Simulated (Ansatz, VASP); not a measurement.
# Two plane-wave programs on TiN

Contents of INCAR:

```
  ALGO = Normal
  EDIFF = 1E-6
  ENCUT = 520
  GGA = PS
  ISIF = 2
  ISMEAR = 0
  LASPH = T
  LCHARG = F
  LREAL = F
  LWAVE = F
  NBANDS = 16
  NELM = 100
  PREC = Accurate
  SIGMA = 0.1
```

The input KPOINTS:

```
k-points
0
Gamma
  18 18 18
```

File POSCAR:

```
TiN
1.0
    0.0000000000      2.1233653582      2.1233653582
    2.1233653582      0.0000000000      2.1233653582
    2.1233653582      2.1233653582      0.0000000000
Ti N
1 1
Direct
    0.0000000000      0.0000000000      0.0000000000
    0.5000000000      0.5000000000      0.5000000000
```

Input for Ansatz:

```yaml
crystal:
  lattice:
    - [0.0, 2.1233653582, 2.1233653582]
    - [2.1233653582, 0.0, 2.1233653582]
    - [2.1233653582, 2.1233653582, 0.0]
  atoms:
    - { symbol: Ti, position: [0.0, 0.0, 0.0] }
    - { symbol: "N", position: [0.5, 0.5, 0.5] }
basis:
  ecutwfc: 420
kpoints:
  mp_grid: { grid: [18, 18, 18] }
  band_path:
    path:
      - [[0.0, 0.0, 0.0], [0.5, 0.0, 0.5], [0.625, 0.25, 0.625]]
      - [[0.375, 0.375, 0.75], [0.0, 0.0, 0.0], [0.5, 0.5, 0.5], [0.5, 0.25, 0.75], [0.5, 0.0, 0.5]]
    npoints: 14
hamiltonian:
  xc: pbesol
scf:
  occupations: { method: gaussian, width: 0.1 }
  n_extra_bands: 6
output:
  forces: true
  stress: true
  eigenvalues: true
  populations: true
  dos: { projected: true, de: 0.02, nscf_kmesh: { grid: [27, 27, 27] } }
  bader: true
  write_density: true
  write_potential: true
  elf: true
  volumetric_format: npy
```

Alike in both runs: task single point; functional PBEsol; k mesh 18 × 18 × 18; occupations gaussian, width 0.1 eV; no spin polarisation.

```csv
,VASP,Ansatz
version,VASP 6.6.1,Ansatz 0.2.0
potentials or method,"VASP PAW PBE potentials, release 64 (Ti_sv, N)","scalar-relativistic, plane waves, PAW"
plane-wave cutoff (eV),520,420
valence electrons in the cell,17,17
```

Ansatz gave:

* gap on the k mesh at the Fermi level (eV): none
* pressure (GPa): -8.5

Question: Which values does VASP return?

Answer: gap on the k mesh at the Fermi level (eV): none; pressure (GPa): -8.1.

A gap of «none» marks a metal or a gap that the smearing closes.

Caveats: the PAW data sets were made with another functional, which shifts forces and pressure a little (VASP).
